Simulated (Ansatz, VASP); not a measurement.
# Cross-check of InP between VASP and Ansatz, part 2 of 2

One calculation is typed for both programs; each brings its own data sets. How far apart do they land? The structure shown is the end of the Ansatz relaxation below.

VASP 6.6.1 and Ansatz 0.2.0.

So far: The structure; Ansatz: relaxation, r2SCAN; VASP: single point, r2SCAN, pair 1.

## (3) VASP: single point, r2SCAN, pair 1 (continued)

Level of this step: r2SCAN; plane waves and PAW (P, In_d) (VASP).

Numbers of over 12 decimals in the logs are rounded to 6 here.

From OUTCAR (step 3):

```text
ion  position               nearest neighbor table
   1  0.750  0.750  0.750-   2 2.57   2 2.57   2 2.57   2 2.57
   2  0.000  0.000  0.000-   1 2.57   1 2.57   1 2.57   1 2.57

  LATTYP: Found a body centered tetragonal cell.
 ALAT       =     4.2606629823
 C/A-ratio  =     1.3558313606

 Subroutine GETGRP returns: Found  8 space group operations
 (whereof  8 operations were pure point group operations)

The static configuration has the point symmetry D_2d.

 Found    163 irreducible k-points:

   k-points           NKPTS =    163   k-points in BZ     NKDIM =    163   number of bands    NBANDS=     15

   dimension x,y,z NGX =    32 NGY =   32 NGZ =   36
   dimension x,y,z NGXF=    64 NGYF=   64 NGZF=   72

   ENCUT  =  550.0 eV  40.42 Ry    6.36 a.u.   7.98  7.98  8.15*2*pi/ulx,y,z

   NELECT =      18.0000    total number of electrons

 k-points in reciprocal lattice and weights: Automatic mesh
   0.00000000  0.00000000  0.00000000       0.001
   0.08333333 -0.00000000  0.00000000       0.005
   0.16666667 -0.00000000  0.00000000       0.005
   0.25000000  0.00000000  0.00000000       0.005
   0.33333333 -0.00000000  0.00000000       0.005
   0.41666667  0.00000000  0.00000000       0.005
   0.50000000  0.00000000  0.00000000       0.002
   0.08333333  0.08333333  0.00000000       0.001
   0.16666667  0.08333333  0.00000000       0.005
[...]
-0.33333333  0.16666667  0.50000000       0.002
  -0.25000000  0.25000000  0.50000000       0.001

 average (electrostatic) potential at core
       1 -86.1543       2-101.6328

 E-fermi :   5.0945

 k-point     1 :       0.0000    0.0000    0.0000
  band No.  band energies     occupation
    ...
      5      -9.8526      2.00000
      6      -7.1432      2.00000
      7       4.5077      2.00000
      8       4.5077      2.00000
      9       4.6969      2.00000
     10       5.4920      0.00000
     11       8.9691      0.00000
     12       9.0453      0.00000
     13       9.0453      0.00000
     14      13.4704      0.00000
    ...

 k-point     2 :       0.0833   -0.0000    0.0000
  band No.  band energies     occupation
    ...
      5      -9.8522      2.00000
      6      -7.0642      2.00000
      7       3.6946      2.00000
      8       4.4176      2.00000
      9       4.5609      2.00000
     10       6.1267      0.00000
     11       8.9908      0.00000
     12       9.1716      0.00000
     13       9.1766      0.00000
     14      13.7805      0.00000
    ...

 k-point     3 :       0.1667   -0.0000    0.0000
  band No.  band energies     occupation
    ...
      5      -9.8509      2.00000
      6      -6.8343      2.00000
      7       2.4264      2.00000
      8       4.1946      2.00000
      9       4.3642      2.00000
     10       6.5985      0.00000
     11       9.2672      0.00000
     12       9.4491      0.00000
     13       9.5646      0.00000
     14      13.4161      0.00000
    ...

  Total       -0.5865369     -0.5865369     -0.0118457      0.0000000      0.0000000      0.0000000
  in kB      -17.9225056    -17.9225056     -0.3619630      0.0000000      0.0000000      0.0000000
  external PRESSURE =     -12.0689914 kB  Pullay stress =       0.0000000 kB

  energy-cutoff  :      550.00
  volume of cell :       52.43
      direct lattice vectors                 reciprocal lattice vectors
     0.000000000  3.012743687  2.888370244    -0.165961679  0.165961679  0.173108001
     3.012743687  0.000000000  2.888370244     0.165961679 -0.165961679  0.173108001
     3.012743687  3.012743687  0.000000000     0.165961679  0.165961679 -0.173108001

 POSITION                                       TOTAL-FORCE (eV/Angst)
 -----------------------------------------------------------------------------------
      4.51912      4.51912      4.33256         0.000000      0.000000      0.000000
      0.00000      0.00000      0.00000        -0.000000     -0.000000     -0.000000
 -----------------------------------------------------------------------------------
    total drift:                               -0.000006     -0.000006     -0.000020

  FREE ENERGIE OF THE ION-ELECTRON SYSTEM (eV)
  ---------------------------------------------------
  free  energy   TOTEN  =       -32.2873725498 eV

  energy  without entropy=      -32.2873725498  energy(sigma->0) =      -32.28737255

 total charge
# of ion       s       p       d       tot
------------------------------------------
    1        1.020   1.492   0.000   2.512
    2        0.815   0.760   9.898  11.473
--------------------------------------------------
tot          1.835   2.252   9.898  13.985

[... 3 further parts left out ...]
```

The run ends at a pressure of -1.21 GPa.

## (4) Comparison

Known differences besides the potentials themselves: VASP keeps PBE cores, Ansatz makes them for the functional; the cutoff is 500 eV in Ansatz and 550 eV in VASP; Ansatz's pressure holds a Pulay correction, VASP's none. Total energies have different zeros and are not compared.

Both answers:

```
              quantity  Ansatz   VASP  difference
        pressure (GPa)   -1.16  -1.21       +0.04
gap on the k mesh (eV)   0.789  0.795      -0.006
```

A gap on the mesh is an upper bound, since the band edges may lie between its points.

## (5) Ansatz: relaxation, r2SCAN

This run makes the geometry at which the two programs are then compared. The cell compared in this pair holds 52.84 Å³, against 52.43 Å³ for the pair before.

The structure compared here is the end of the Ansatz relaxation.

File input.yaml:

```yaml
crystal:
  lattice:
    - [0.0, 3.0422803899, 2.8883702442]
    - [3.0422803899, 0.0, 2.8883702442]
    - [3.0422803899, 3.0422803899, 0.0]
  atoms:
    - { symbol: P, position: [0.75, 0.75, 0.75] }
    - { symbol: In, position: [0.0, 0.0, 0.0] }
  conventional_axes: [[-1, 1, 1], [1, -1, 1], [1, 1, -1]]
kpoints:
  mp_grid: { grid: [12, 12, 12] }
hamiltonian:
  xc: r2scan
  pseudopotentials: { kind: paw, azcp: { folder: soft_1 } }
scf:
  occupations: { method: gaussian, width: 0.02 }
output:
  forces: true
  stress: true
  eigenvalues: true
relax:
  adjacent_minimum: "off"
  f_tol: 0.001
  max_steps: 60
  cell: { stress_tol: 0.01, fix: [a, b, gamma] }
```

Command:

```bash
$ ansatz run input.yaml --threads 4 --pin off --max-ram 10240MiB --backend cpu --events-out ev --progress --plain --runs-dir out
```

Output:

```text
[...]
Crystal: 2 atoms, lattice volume = 53.466 Å³
Basis set: ecut = 500 eV, 1371 PW (Γ), exchange–correlation on 128×128×128 points (64 copies of the dense FFT grid, shifted against one another)
Bands: 13, of which v1, the nominal top of the filled ones, is band 9 counted from 1 (8 counted from 0)
Symmetry: 8 space group operations
[...]
k-point 162: bands = [... 5 lower, -3.0130, 0.8496, 3.7773, 3.7773, 8.1216, 8.3889, 16.1500, 16.1500]
--- Relaxed structure (3 steps of the walk, 3 accepted, 1 SCFs on fresh bases) ---
[...]
cell:  # Å, volume = 52.8407 Å³
    - [9.38296736371852e-19, 3.0422803899, 2.854565]
    - [3.0422803899, 0, 2.854565]
    - [3.0422803899, 3.0422803899, 9.88294962082293e-19]
  atoms:
    - { symbol: P, position: [0.750000, 0.750000, 0.750000] }
    - { symbol: In, position: [0, 0, 0] }
[key lines of the parts left out:]
SCF converged after 6 iterations
Free energy (F): -6371.776922 eV
Fermi energy:    6.765699 eV
P = ⅓ Tr σ = -1.6913 GPa (-16.913 kbar)
```

## (6) VASP: single point, r2SCAN, pair 2

The same cell, functional, mesh and smearing now go to VASP, with its own data sets.

File INCAR:

```
SYSTEM = InP
PREC = Accurate
ENCUT = 550
EDIFF = 1E-06
NELM = 120
ISMEAR = 0
SIGMA = 0.02
LREAL = .FALSE.
ALGO = Normal
METAGGA = R2SCAN
LASPH = .TRUE.
NBANDS = 15
LORBIT = 11
LWAVE = .FALSE.
LCHARG = .FALSE.
ISIF = 2
GGA_COMPAT = .FALSE.
EFERMI = MIDGAP
LMIXTAU = .TRUE.
KPAR = 2
```

File POSCAR:

```
InP
1.0
    0.0000000000      3.0422803899      2.8545645415
    3.0422803899      0.0000000000      2.8545645415
    3.0422803899      3.0422803899      0.0000000000
P In
1 1
Direct
    0.7500000000      0.7500000000      0.7500000000
    0.0000000000      0.0000000000      0.0000000000
```

File KPOINTS:

```
Automatic mesh
0
Gamma
12 12 12
0 0 0
```

The projector-augmented-wave data sets are P and In_d (PBE family, release 64).

Command:

```bash
$ mpirun -np 2 vasp_std
```

Output:

```text
[banner, memory and clock lines left out]
running    2 mpi-ranks, on    1 nodes
[...]
[... a notice as in an earlier step ...]

 LDA part: xc-table for (None), standard interpolation
 POSCAR, INCAR and KPOINTS ok, starting setup
[...]
entering main loop
       N       E                     dE             d eps       ncg     rms          rms(c)
DAV:   1     0.906260877801E+02    0.90626E+02   -0.88970E+03  4897   0.140E+03
DAV:   2    -0.276770143520E+02   -0.11830E+03   -0.11368E+03  5282   0.319E+02
DAV:   3    -0.356529110361E+02   -0.79759E+01   -0.79291E+01  6346   0.831E+01
DAV:   4    -0.358748525300E+02   -0.22194E+00   -0.22184E+00  6488   0.149E+01
[...]
DAV:  17    -0.322733675928E+02   -0.93991E-06   -0.11512E-05  5037   0.350E-02    0.114E-02
DAV:  18    -0.322733720195E+02   -0.44267E-05   -0.12651E-06  4778   0.188E-02    0.895E-03
DAV:  19    -0.322733719048E+02    0.11472E-06   -0.46173E-07  3698   0.988E-03
   1 F= -.32273372E+02 E0= -.32273372E+02  d E =-.137317-131
```

From OUTCAR (step 6):

```text
  Total       -0.8704153     -0.8704153     -0.0270465      0.0000000     -0.0000000      0.0000000
  in kB      -26.3917858    -26.3917858     -0.8200742      0.0000000     -0.0000000      0.0000000
  external PRESSURE =     -17.8678819 kB  Pullay stress =       0.0000000 kB

 POSITION                                       TOTAL-FORCE (eV/Angst)
 -----------------------------------------------------------------------------------
      4.56342      4.56342      4.28185         0.000000      0.000000     -0.000000
      0.00000      0.00000      0.00000        -0.000000     -0.000000      0.000000
 -----------------------------------------------------------------------------------
    total drift:                               -0.000009     -0.000009     -0.000013

  FREE ENERGIE OF THE ION-ELECTRON SYSTEM (eV)
  ---------------------------------------------------
  free  energy   TOTEN  =       -32.2733719048 eV

  energy  without entropy=      -32.2733719048  energy(sigma->0) =      -32.27337190

[... 1 part as in an earlier step ...]

[... 2 further parts left out ...]
[key lines of the parts left out:]
E-fermi :   5.0131
```

The run ends at a pressure of -1.79 GPa.

## (7) Comparison

The two programs side by side:

```
              quantity  Ansatz   VASP  difference
        pressure (GPa)   -1.69  -1.79       +0.10
gap on the k mesh (eV)   0.678  0.684      -0.006
```

A gap on the mesh is an upper bound, since the band edges may lie between its points.

## (8) Summary of results

| Quantity | Value |
| --- | --- |
| difference in gap on the k mesh (single point, r2SCAN, pair 1) | -0.0059 eV |
| difference in gap on the k mesh (single point, r2SCAN, pair 2) | -0.0058 eV |

What this shows: The difference in gap on the k mesh is -0.0059 eV (single point, r2SCAN, pair 1), within the 0.08 eV picked in this series as the mark of a large difference. Such differences can come from data sets, numerical settings and the points named under the comparisons, not from the functional's error against experiment.

[Lines on the potential files, build, host, timing and source positions are cut from VASP's logs without a mark.]

[Logs are printed without paths, hosts, clocks, repeated set-up lines and the standing remarks that a program may print on its own settings, such as how far it seeks lower states.]

[Hosts, paths, dates, database ids (printed as entryN), source tags and the programs' standing remarks are cut or masked in the printed files.]
